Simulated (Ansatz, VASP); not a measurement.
Be in VASP and in Ansatz

The input INCAR:

```
PREC = Accurate
ENCUT = 520
EDIFF = 1E-7
ISMEAR = -1
SIGMA = 0.03
LREAL = False
LASPH = True
NELM = 60
ALGO = Normal
ISIF = 2
LWAVE = False
LCHARG = False
GGA = PS
NBANDS = 7
```

File KPOINTS:

```
regular mesh
0
Gamma
  23 23 23
```

The input POSCAR:

```
Be
1.0
   -1.2404622984      1.2404622984      1.2404622984
    1.2404622984     -1.2404622984      1.2404622984
    1.2404622984      1.2404622984     -1.2404622984
Be
1
Direct
    0.0000000000      0.0000000000      0.0000000000
```

Input for Ansatz:

```yaml
crystal:
  lattice:
    - [-1.2404622984, 1.2404622984, 1.2404622984]
    - [1.2404622984, -1.2404622984, 1.2404622984]
    - [1.2404622984, 1.2404622984, -1.2404622984]
  atoms:
    - { symbol: Be, position: [0.0, 0.0, 0.0] }
kpoints:
  mp_grid: { grid: [23, 23, 23] }
scf:
  occupations: { method: fermi_dirac, width: 0.03 }
hamiltonian:
  xc: pbesol
  pseudopotentials: { kind: all_electron, lapw: { basis_error: 0.00025 } }
output:
  forces: true
  stress: true
  eigenvalues: true
```

Change from the starting cell: volume scaled by 0.97.

Alike in both runs: task single point; functional PBEsol; k mesh 23 × 23 × 23; occupations fermi-dirac, width 0.03 eV; no spin polarisation.

```csv
,VASP,Ansatz
version,VASP 6.6.1,Ansatz 0.2.0
potentials or method,"VASP PAW PBE potentials, release 64 (Be)","all-electron LAPW, scalar-relativistic"
plane-wave cutoff (eV),520,see its input
```

Ansatz gave:

```
pressure (GPa) : 1.7
```

Estimate VASP's values.

pressure (GPa): 2.2.

Ansatz ran all-electron here, so the differences hold the error of VASP's frozen core and of both bases.

Caveats: the PAW data sets were made with another functional, which shifts forces and pressure a little (VASP).
